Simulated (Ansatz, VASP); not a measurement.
## Ti in VASP and in Ansatz

The input INCAR:

```
PREC = Accurate
ENCUT = 520
EDIFF = 1E-6
ISMEAR = 0
SIGMA = 0.15
LREAL = False
LASPH = True
NELM = 100
ALGO = Normal
ISIF = 2
LWAVE = False
LCHARG = False
GGA = PS
NBANDS = 12
```

Contents of KPOINTS:

```
regular mesh
0
Gamma
  22 22 22
```

POSCAR

```
Ti
1.0
   -1.6600851555      1.6600851555      1.6600851555
    1.6600851555     -1.6600851555      1.6600851555
    1.6600851555      1.6600851555     -1.6600851555
Ti
1
Direct
    0.0000000000      0.0000000000      0.0000000000
```

Input for Ansatz:

```yaml
crystal:
  lattice:
    - [-1.6600851555, 1.6600851555, 1.6600851555]
    - [1.6600851555, -1.6600851555, 1.6600851555]
    - [1.6600851555, 1.6600851555, -1.6600851555]
  atoms:
    - { symbol: Ti, position: [0.0, 0.0, 0.0] }
basis:
  ecutwfc: 520.0
kpoints:
  mp_grid: { grid: [22, 22, 22] }
hamiltonian:
  xc: pbesol
  pseudopotentials: { kind: paw, azcp: { folder: soft_1 } }
scf:
  occupations: { method: gaussian, width: 0.15 }
output:
  forces: true
  stress: true
  eigenvalues: true
```

Alike in both runs: task single point; functional PBEsol; k mesh 22 × 22 × 22; occupations gaussian, width 0.15 eV; no spin polarisation.

```csv
,VASP,Ansatz
version,VASP 6.6.1,Ansatz 0.2.0
potentials or method,"VASP PAW PBE potentials, release 64 (Ti_sv)","scalar-relativistic, plane waves, PAW"
plane-wave cutoff (eV),520,520
valence electrons in the cell,12,12
```

|  | VASP | Ansatz | Ansatz less VASP |
| --- | --- | --- | --- |
| gap on the k mesh at the Fermi level (eV) | none | none | - |
| pressure (GPa) | -9.7 | -9.6 | +0.10 |

A gap of «none» marks a metal or a gap that the smearing closes. The functional is the same, so the differences come from potentials, cutoffs and numerics. Ansatz warned: «pseudo_functional_mismatch».

Caveats: the PAW data sets were made with another functional, which shifts forces and pressure a little (VASP).
